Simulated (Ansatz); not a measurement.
# YN: how the settings move a single-point run

How sensitive is a single-point run of YN to its settings? A reference run comes first, then two runs with altered input.

Program: Ansatz 0.2.0. Level of theory: reference: DFT, PBEsol, plane waves, PAW. These are calculated values, not measurements.

3 further runs of the same task are left out: 3 that didn't finish.

## (1) The system as given

It takes space group Fm-3m (No. 225, cubic). Conventional cell: a = 4.896 Å, b = 4.896 Å, c = 4.896 Å, α = 90.00°, β = 90.00°, γ = 90.00°. Around Y (site symmetry m-3m) lie 6 N at 2.45 Å. N (site symmetry m-3m) has 6 Y at 2.45 Å as nearest neighbours.

Coordinates:

```
Y N
1.0
     0.00000    2.44805    2.44805
     2.44805    0.00000    2.44805
     2.44805    2.44805    0.00000
Y N
1 1
Direct
  0.00000 0.00000 0.00000
  0.50000 0.50000 0.50000
```

## (2) The reference run

File input.yaml:

```yaml
crystal:
  lattice:
    - [0.0, 2.4480481452, 2.4480481452]
    - [2.4480481452, 0.0, 2.4480481452]
    - [2.4480481452, 2.4480481452, 0.0]
  atoms:
    - { symbol: "Y", position: [0.0, 0.0, 0.0] }
    - { symbol: "N", position: [0.5, 0.5, 0.5] }
kpoints:
  mp_grid: { grid: [6, 6, 6] }
hamiltonian:
  xc: pbesol
scf:
  occupations: { method: fixed }
  n_extra_bands: 4
output:
  forces: true
  stress: true
  eigenvalues: true
```

Command:

```sh
$ ansatz run input.yaml --threads 4 --pin off --max-ram 3686MiB --backend cpu --events-out ev --progress --plain --runs-dir out
```

## (3) Variant: xc mr2scan

input.yaml, as its differences from that of step 2:

```diff
@@ -11,3 +11,3 @@
 hamiltonian:
-  xc: pbesol
+  xc: mr2scan
 scf:
```

## (4) Changing settings: xc r2scan

input.yaml, as its differences from that of step 2:

```diff
@@ -11,3 +11,3 @@
 hamiltonian:
-  xc: pbesol
+  xc: r2scan
 scf:
```

Before running it: what results should come out? Wanted: for each run, ending; energy change; pressure; gap; force.

**Answer**, as computed:

```tsv
run	ending	energy change	pressure (GPa)	gap (eV)	force (eV/Å)	cycles	time
reference	converged	-	-3.8	0.10	0.00	6	1.5 s
1: xc mr2scan	converged	not comparable	0.1	0.57	0.00	7	2.3 s
2: xc r2scan	converged	not comparable	0.1	0.57	0.00	7	2.7 s
```

Residual by cycle in the longest SCF loop of each run; runs are numbered as in the table. The quantity is the density residual dr2, in eV.

```tsv
cycle	reference	run 1	run 2
1	0.0544	0.0589	0.0589
2	0.0547	0.023	0.023
3	1.8e-4	0.00219	0.00219
4	5.4e-6	4.1e-4	4.1e-4
5	4.3e-8	5.3e-5	5.3e-5
6	2.7e-9	7.0e-8	7.0e-8
7	-	3.9e-9	3.9e-9
```

**Reading.** The pressure spans -3.8 to 0.1 GPa over the reference and the converged variants. The gap spans 0.10 to 0.57 eV over the reference and the converged variants.
